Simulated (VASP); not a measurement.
Runs of VASP 6.6.1 on In. The structure is tetragonal, space group I4/mmm (No. 139). Conventional cell: a = 3.313 Å, b = 3.313 Å, c = 4.665 Å, α = 90.00°, β = 90.00°, γ = 90.00°. In (site symmetry 4/mmm) has 12 In at 3.31 Å as nearest neighbours. 

```tsv
level	k mesh	cutoff (eV)	smearing	gap on the mesh (eV)	pressure (GPa)
PBEsol	18 × 18 × 18	520	gaussian 0.5 eV	none	0.0
PBEsol	26 × 26 × 26	520	gaussian 0.1 eV	none	(a)
PBEsol	18 × 18 × 18	700	gaussian 0.1 eV	none	0.0
r2SCAN	18 × 18 × 18	520	gaussian 0.1 eV	none	1.2
PBEsol	18 × 18 × 18	900	gaussian 0.1 eV	none	0.0
```

Alike in all rows: task single point; potentials or basis VASP PAW PBE potentials, release 64 (In_d); no spin polarisation; cell as given.

Question: Estimate the missing entries.

Answer: (a) -0.1.

Caveats: the PAW data sets were made with another functional, which shifts forces and pressure a little.

A k mesh can miss the band edges, and the runs leave out spin-orbit coupling on In.

A gap of «none» marks a metal or a gap under the smearing width.
